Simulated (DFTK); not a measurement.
A run of DFTK 0.8.2 is set up as follows.

run.jl

```julia
using DFTK
using PseudoPotentialData
using Unitful, UnitfulAtomic
using LinearAlgebra, Printf
include("save.jl")
disable_threading()

# lattice vectors are the columns
lattice = austrip(1u"Å") * [           0.0        1.89785        1.89785;
                  1.89785            0.0        1.89785;
                  1.89785        1.89785            0.0]
symbols   = [:Rh]
positions = [[0.0, 0.0, 0.0]]
pseudopotentials = PseudoFamily("dojo.nc.sr.pbe.v0_4_1.standard.upf")
elements = Dict(s => ElementPsp(s, pseudopotentials) for s in unique(symbols))
atoms    = [elements[s] for s in symbols]

build_model(lattice, positions; symmetries=true) =
    model_DFT(lattice, atoms, positions;
              functionals=PBE(),
              temperature=austrip(0.1u"eV"),
              smearing=Smearing.MarzariVanderbilt(),
              symmetries)
Ecut  = 44.0  # hartree
kgrid = [12, 12, 12]
tol   = 1e-6
to_GPa = ustrip(uconvert(u"GPa", 1u"hartree/bohr^3"))

model = build_model(lattice, positions)
basis = PlaneWaveBasis(model; Ecut, kgrid)
display(basis)
scfres = self_consistent_field(basis;
                               tol,
                               nbandsalg=AdaptiveBands(model; n_bands_converge=13))
display(scfres.energies)
@printf "Fermi level: %.6f eV\n" ustrip(auconvert(u"eV", something(scfres.εF, NaN)))
forces = compute_forces_cart(scfres)
println("Forces (eV/Å)")
for (s, f) in zip(symbols, forces)
    @printf "%-3s %12.6f %12.6f %12.6f\n" s ustrip.(auconvert.(u"eV/Å", f))...
end
stress = compute_stresses_cart(scfres)
println("Stress (GPa)")
display(round.(stress * to_GPa; digits=4))
println("Levels at the first k-point (eV): ", round.(ustrip.(auconvert.(u"eV", scfres.eigenvalues[1][1:scfres.n_bands_converge])); digits=4))
save_scf!(scfres; forces, stress)
```

Potentials or basis: dojo.nc.sr.pbe.v0_4_1.standard.upf (PBE).

The run is started by

```console
$ julia --threads=1 run.jl  # save.jl only writes the numbers to a file and isn't shown; printed stress counts tension as positive; times include loading and compiling
```

Question: Estimate the pressure.

Answer: 7.5 GPa.

Question: What does it give for the band gap on the k mesh?

Answer: None (metal or under the smearing width).
